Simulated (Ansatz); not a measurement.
# AlAs (zincblende type): how the settings move a single-point run

How sensitive is a single-point run of AlAs (zincblende type) to its settings? A reference run comes first, then one run with altered input.

Method: reference: DFT, PBEsol, PAW with Ansatz's default frozen-core files, scalar-relativistic, in Ansatz 0.2.0.

## (1) The structure to begin with

Symmetry: F-43m, No. 216, cubic system. The conventional cell has a = 5.674 Å, b = 5.674 Å, c = 5.674 Å, α = 90.00°, β = 90.00°, γ = 90.00°. Around Al (site symmetry -43m) lie 4 As at 2.46 Å. Around As (site symmetry -43m) lie 4 Al at 2.46 Å.

Structure file:

```cif
data_structure
_symmetry_space_group_name_H-M 'F-43m'
_symmetry_Int_Tables_number 216
_cell_length_a 5.6745
_cell_length_b 5.6745
_cell_length_c 5.6745
_cell_angle_alpha 90.000
_cell_angle_beta 90.000
_cell_angle_gamma 90.000
_cell_volume 182.72
loop_
_atom_site_label
_atom_site_type_symbol
_atom_site_symmetry_multiplicity
_atom_site_Wyckoff_symbol
_atom_site_fract_x
_atom_site_fract_y
_atom_site_fract_z
_atom_site_occupancy
Al1 Al 4 a 0.00000 0.00000 0.00000 1
As1 As 4 d 0.25000 0.25000 0.75000 1
```

## (2) Reference

The input, input.yaml:

```yaml
crystal:
  lattice:
    - [0.0, 2.8372378881, 2.8372378881]
    - [2.8372378881, 0.0, 2.8372378881]
    - [2.8372378881, 2.8372378881, 0.0]
  atoms:
    - { symbol: Al, position: [0.0, 0.0, 0.0] }
    - { symbol: As, position: [0.25, 0.25, 0.25] }
kpoints:
  mp_grid: { grid: [13, 13, 13] }
  band_path:
    path:
      - [0.0, 0.0, 0.0]
      - [-0.5, -0.5, 0.0]
      - [-0.375, -0.375, 0.25]
      - [-0.375, 0.0, 0.375]
      - [0.0, 0.0, 0.0]
      - [0.0, 0.0, 0.5]
      - [-0.5, -0.25, 0.25]
      - [-0.5, -0.5, 0.0]
    npoints: 8
scf:
  occupations: { method: fermi_dirac, width: 0.08 }
hamiltonian:
  xc: pbesol
  pseudopotentials: { kind: paw }
output:
  forces: true
  stress: true
  eigenvalues: true
  populations: true
  dos: { projected: true, de: 0.2, e_range: [-14, 8] }
  write_density: true
  write_potential: true
  elf: true
  volumetric_format: npy
```

Started as:

```bash
ansatz run input.yaml --threads 1 --pin off --max-ram 2048MiB --backend cpu --events-out ev --progress --plain --runs-dir out
```

## (3) Changed: mp_grid.grid [9, 9, 9]

input.yaml, as its differences from that of step 2:

```diff
@@ -9,3 +9,3 @@
 kpoints:
-  mp_grid: { grid: [13, 13, 13] }
+  mp_grid: { grid: [9, 9, 9] }
   band_path:
@@ -31,3 +31,2 @@
   populations: true
-  dos: { projected: true, de: 0.2, e_range: [-14, 8] }
   write_density: true
```

Q: Predict the outcome of this session. Wanted: for each run, ending; energy change; pressure; gap; force.

As calculated:

```
                      run     ending  energy change  pressure (GPa)  gap (eV)  force (eV/Å)  cycles   time
                reference  converged              0             0.0      1.38          0.00       6  8.7 s
1: mp_grid.grid [9, 9, 9]  converged  +0.3 meV/atom             0.0      1.41          0.00       6  4.6 s
```

Times don't compare one to one where runs were asked for different outputs or read a saved state (see the inputs); cycles may leave out searches for a lower state.

Residual by cycle in the longest SCF loop of each run; runs are numbered as in the table. The quantity is the density residual dr2, in eV.

```
cycle  reference    run 1
    1    0.00629  0.00618
    2     5.9e-4   5.8e-4
    3     5.6e-5   5.6e-5
    4     1.7e-6   1.8e-6
    5     2.9e-8   3.0e-8
    6     3.2e-9   3.1e-9
```

What this shows: Changing the k-point mesh moves the energy by +0.3 meV/atom, and the gap on the mesh goes from 1.38 to 1.41 eV. The energy is not variational in the mesh, so the sign tells nothing. A gap read on a mesh depends on which points the mesh holds, and a coarse mesh shifts the density too.
